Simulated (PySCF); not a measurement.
**NMR data sheet: benzaldehyde**

```
Formula                               : C7H6O
SMILES                                : O=Cc1ccccc1
Point group of the computed structure : Cs
Degrees of unsaturation               : 5
Carbon signals                        : 5
Proton signals                        : 4
```

Bonds (- single, = double, # triple, : aromatic): O1=C2 1.205 Å, C2-C3 1.467 Å, C3:C4 1.394 Å, C4:C5 1.382 Å, C5:C6 1.387 Å, C6:C7 1.387 Å, C7:C8 1.381 Å, C8:C3 1.396 Å. C2 carries H9; C4 carries H10; C5 carries H11; C6 carries H12; C7 carries H13; C8 carries H14.

[PySCF: GFN2-xTB geometry; GIAO PBE0/pcSseg-1 shieldings; equivalent nuclei averaged; no relativistic terms; isolated molecule; a single conformation]

Scale: $^{1}$H (σref 31.72) and $^{13}$C (σref 186.93) vs TMS; H2O for $^{17}$O (σref 336.08) (reference shieldings calculated alike).

```tsv
carbon	δC, type	δH (multiplicity)	HMBC from (2–3 bonds)	span of the C tensor (ppm)
C2	196.0, CH	10.21 (s)	H10/H14	178
C3	140.8, C	–	H9, H10/H14, H11/H13	214
C4/C8	137.0, CH	8.25 (d)	H9, H10/H14, H12, H11/H13	237
C5/C7	134.3, CH	7.86 (m)	H10/H14, H12, H11/H13	237
C6	140.3, CH	7.90 (m)	H10/H14, H11/H13	243
```

Other nuclei:
```tsv
atoms	nucleus	environment	δ (ppm)	σ (ppm)
O1	$^{17}$O	aldehyde oxygen	664.5	-328.4
```

Carbon types of the structure: 1 × C, 6 × CH, which accounts for all hydrogens. δC 196.0: aldehyde carbonyl carbon; the double bond to the heteroatom, with no lone-pair donor beside it, deshields it most. δC 140.8: substituted aromatic carbon. δC 140.3, 137.0, 134.3: aromatic CH. δH 10.21: hydrogen on an aldehyde carbonyl carbon; the C=O anisotropy and electron withdrawal place aldehyde protons far downfield. δH 8.25, 7.90, 7.86: hydrogen on an aromatic CH.

Shifts are as computed. Against solution values, carbons near 30 ppm lie about +3 ppm off and those near 130 ppm about +5 ppm. Of 1211 compounds with measured shifts, 218 miss one by over three times the rms of a fit or turn the order of signals round; such compounds aren't used in these exercises. Unscaled 17O shifts of doubly bonded oxygen tend to come out too high, by tens of ppm or more. Experimental scales use liquid or dissolved standards, which lie at an offset from isolated H2O (liquid H2O: subtract about 36 ppm). Multiplicities follow the n + 1 count of equivalent neighbours, as no J values were calculated; m marks all less simple cases, F and P coupling included.
